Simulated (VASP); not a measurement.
Wanted: the native input for a VASP 6.6.1 run.

```
Task                   : relaxation of shape and atoms at fixed volume
Functional             : r2SCAN
Potentials or basis    : VASP PAW PBE potentials, release 64 (C, O)
Cutoff                 : 600 eV
k mesh                 : 12 × 12 × 12
Occupations            : gaussian, width 0.03 eV
Spin                   : no spin polarisation
Further INCAR settings : ALGO = Normal; EDIFF = 1e-07; IBRION = 2; EDIFFG = -0.01; NSW = 40; ISIF = 4
```

The structure of CO2 lies in POSCAR:

```
CO2                                     
1.0
   -1.9707184933      1.9707184933      2.9892205821
    1.9707184933     -1.9707184933      2.9892205821
    1.9707184933      1.9707184933     -2.9892205821
  C               O             
     2     4
Direct
     1.0000000000000000    0.0000000000000000    1.0000000000000000
     0.7500000000000000    0.2500000000000000    0.5000000000000000
     0.3750000000000000    0.2930168707317625    0.4180168707317625
     0.7069831292682375    0.1250000000000000    0.0819831292682376
     0.8750000000000000    0.9569831292682375    0.5819831292682375
     0.0430168707317624    0.6250000000000000    0.9180168707317625
```

The cell isn't the ideal one: a relaxed cell with its volume scaled by 1.02.

These files were run (other wordings do the same):

INCAR

```
PREC = Accurate
ENCUT = 600
EDIFF = 1E-7
ISMEAR = 0
SIGMA = 0.03
LREAL = F
LASPH = T
NELM = 80
ALGO = Normal
ISIF = 4
LWAVE = F
LCHARG = F
METAGGA = R2SCAN
LMIXTAU = T
IBRION = 2
NSW = 40
EDIFFG = -0.01
KPAR = 2
```

KPOINTS

```
regular mesh
0
Gamma
  12 12 12
```

Potentials or basis: VASP PAW PBE potentials, release 64 (C, O).

Run with:

```console
$ cat potpaw_PBE.64/C/POTCAR potpaw_PBE.64/O/POTCAR > POTCAR
$ mpirun -np 2 vasp_std > vasp.out
```

Results of the run:

| Property | Result |
| --- | --- |
| Energy gained by relaxing | 1.2 meV/atom |
| Ionic steps | 5 |
| Pressure after relaxing | -3.0 GPa |
| Band gap on the k mesh | 8.43 eV, indirect (least direct gap 8.84 eV) |

Caveat: the PAW data sets were made with another functional, which shifts forces and pressure a little.

Wall time 13 min on 2 MPI ranks on Intel(R) Xeon(R) 6975P-C (Granite Rapids), with other jobs on the host, peak memory 0.3 GiB a rank.
